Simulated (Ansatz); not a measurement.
**Calculated field gradients at the nuclei for P under strain**

The cell is a structure deposited in the COD, relaxed with PBE at fixed cell and then changed (z stretched by 2 %, ions relaxed).

```
P
1.0
     5.50300    0.00000    0.00000
    -1.99327   10.70009    0.00000
    -1.88123   -1.26579   11.00386
P
24
Direct
  0.07686 0.99185 0.67893
  0.92314 0.00815 0.32107
  0.58690 0.17817 0.54003
  0.41310 0.82183 0.45997
  0.17264 0.05075 0.18872
  0.82736 0.94925 0.81128
  0.77888 0.37721 0.55864
  0.22112 0.62279 0.44136
  0.69351 0.30556 0.02776
  0.30649 0.69444 0.97224
  0.23699 0.01425 0.87492
  0.76301 0.98575 0.12508
  0.50272 0.31641 0.67453
  0.49728 0.68359 0.32547
  0.37413 0.32206 0.47876
  0.62587 0.67794 0.52124
  0.08070 0.36934 0.13151
  0.91930 0.63066 0.86849
  0.00615 0.14596 0.80084
  0.99385 0.85404 0.19916
  0.80436 0.49237 0.13567
  0.19564 0.50763 0.86433
  0.76453 0.32021 0.22815
  0.23547 0.67979 0.77185
```

Sites (sets of like atoms) are named by element and the number of their first atom in this list.

The numbers come from a DFT calculation in Ansatz (PBE, plane waves and PAW, scalar-relativistic, 420 eV cutoff, Γ-centred 6×3×3 k-points, Fermi–Dirac smearing 0.02 eV).

V_zz is the principal component of the electric field gradient with the largest magnitude, η = (V_xx − V_yy)/V_zz and C_Q = eQV_zz/h.

(1) Give the quadrupolar parameters of the distinct sites.

## Answers

(1) 

```json
{"site": "P1", "atoms (order as listed)": "1, 2", "first shell": "3 P at 2.21 Å", "V_zz (10²¹ V/m²)": "0.47", "η": "0.04", "C_Q (MHz)": "–"}
{"site": "P3", "atoms (order as listed)": "3, 4", "first shell": "3 P at 2.21 Å", "V_zz (10²¹ V/m²)": "0.43", "η": "0.23", "C_Q (MHz)": "–"}
{"site": "P5", "atoms (order as listed)": "5, 6", "first shell": "3 P at 2.21 Å", "V_zz (10²¹ V/m²)": "0.45", "η": "0.47", "C_Q (MHz)": "–"}
{"site": "P7", "atoms (order as listed)": "7, 8", "first shell": "3 P at 2.21 Å", "V_zz (10²¹ V/m²)": "0.47", "η": "0.57", "C_Q (MHz)": "–"}
{"site": "P9", "atoms (order as listed)": "9, 10", "first shell": "3 P at 2.21 Å", "V_zz (10²¹ V/m²)": "0.33", "η": "0.56", "C_Q (MHz)": "–"}
{"site": "P11", "atoms (order as listed)": "11, 12", "first shell": "3 P at 2.21 Å", "V_zz (10²¹ V/m²)": "0.41", "η": "0.68", "C_Q (MHz)": "–"}
{"site": "P13", "atoms (order as listed)": "13, 14", "first shell": "3 P at 2.20–2.21 Å", "V_zz (10²¹ V/m²)": "0.44", "η": "0.48", "C_Q (MHz)": "–"}
{"site": "P15", "atoms (order as listed)": "15, 16", "first shell": "3 P at 2.20–2.21 Å", "V_zz (10²¹ V/m²)": "0.33", "η": "0.19", "C_Q (MHz)": "–"}
{"site": "P17", "atoms (order as listed)": "17, 18", "first shell": "3 P at 2.21 Å", "V_zz (10²¹ V/m²)": "0.34", "η": "0.60", "C_Q (MHz)": "–"}
{"site": "P19", "atoms (order as listed)": "19, 20", "first shell": "3 P at 2.21 Å", "V_zz (10²¹ V/m²)": "0.47", "η": "0.65", "C_Q (MHz)": "–"}
{"site": "P21", "atoms (order as listed)": "21, 22", "first shell": "3 P at 2.21 Å", "V_zz (10²¹ V/m²)": "0.46", "η": "0.31", "C_Q (MHz)": "–"}
{"site": "P23", "atoms (order as listed)": "23, 24", "first shell": "3 P at 2.21 Å", "V_zz (10²¹ V/m²)": "0.46", "η": "0.47", "C_Q (MHz)": "–"}
```

The structure holds P–P bonds (2.21 Å). At P1, P3, P5, P7, P9 and P11 and others V_zz stands upright on the plane through its three neighbours (within 12°) in each case.

P has no stable isotope with a ground-state quadrupole moment in the table, so no C_Q is given.

The relaxation (5 steps) took 62 s of wall time (3.8 min of CPU time) and 2.3 GiB at its peak, on 4 threads of Intel Xeon 6975P-C (Granite Rapids) (x86_64; 16 cores open to the job, memory cap 8.0 GiB, no GPU), a shared host with a load of 0.3 a core.
